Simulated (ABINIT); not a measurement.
Write the native input for ABINIT 10.8.3 (patched build) that does the following.

* Task: band structure
* Functional: PBEsol
* Potentials or basis: PseudoDojo NC SR PBEsol v0.4.1 standard
* Cutoff: 1333 eV
* k mesh: 9 × 9 × 9
* Occupations: fermi-dirac, width 0.05 eV
* Spin: collinear spin, ferromagnetic start
* Starting moments: [1.0, 0.0] μB

The system is AlNi.

```xyz
2
Lattice="2.8810 0.0000 0.0000 0.0000 2.8810 0.0000 0.0000 0.0000 2.8810" Properties=species:S:1:pos:R:3 pbc="T T T"
Ni    1.4405    1.4405    1.4405
Al    0.0000    0.0000    0.0000
```

One way to write it, as run:

run.abi

```
# Datasets: ground state, then fixed potential
ndtset 2

# Pseudopotentials
pp_dirpath "./"
pseudos "Ni.upf, Al.upf"

# Structure
acell 5.444300965 5.444300965 5.444300965
rprim
     1.0000000000     0.0000000000     0.0000000000
     0.0000000000     1.0000000000     0.0000000000
     0.0000000000     0.0000000000     1.0000000000
ntypat 2
znucl 28 13
natom 2
typat 1 2
xred
     0.5000000000     0.5000000000     0.5000000000
     0.0000000000     0.0000000000     0.0000000000

# Plane-wave basis
ecut 49.0

# Exchange and correlation
ixc -116133

# Bands and occupations
occopt 3
tsmear 0.00183747

# Spin
nsppol 2
spinat
     0.0000000000     0.0000000000     1.0000000000
     0.0000000000     0.0000000000     0.0000000000

# SCF cycle
nstep 100

# Output
iomode 3
prtwf 0
prteig 0
prtebands 0
enunit 1
prtden1 1
prtvha1 1
prtvclmb1 1
prtpot1 1

# Dataset 1
kptopt1 1
ngkpt1 9 9 9
nshiftk1 1
shiftk1 0.0 0.0 0.0
nband1 15
tolvrs1 1.0e-10

# Dataset 2: bands along G-X-M-G-R-X
iscf2 -2
getden2 1
nband2 21
nbdbuf2 4
tolwfr2 1.0e-11
kptopt2 -5
ndivsm2 8
prteig2 1
prtvol2 -3
kptbounds2
     0.0000000000     0.0000000000     0.0000000000
     0.0000000000     0.5000000000     0.0000000000
     0.5000000000     0.5000000000     0.0000000000
     0.0000000000     0.0000000000     0.0000000000
     0.5000000000     0.5000000000     0.5000000000
     0.0000000000     0.5000000000     0.0000000000
```

Potentials or basis: PseudoDojo NC SR PBEsol v0.4.1 standard.

Command:

```sh
$ abinit run.abi > log 2>&1
```

Results of the run:

```json
{
 "Pressure": "-3.3 GPa",
 "Band gap on the k mesh": "none (metal or under the smearing width)",
 "Net moment": "0.00 μB per cell",
 "Valence electrons inside the program's atomic spheres": "Ni 16.46; Al 0.97"
}
```

Caveat: small starting moments can end in a higher magnetic state in this program.

It took 2.6 min on 1 thread of Arm Neoverse V2, on a shared host, peak memory 0.16 GiB.
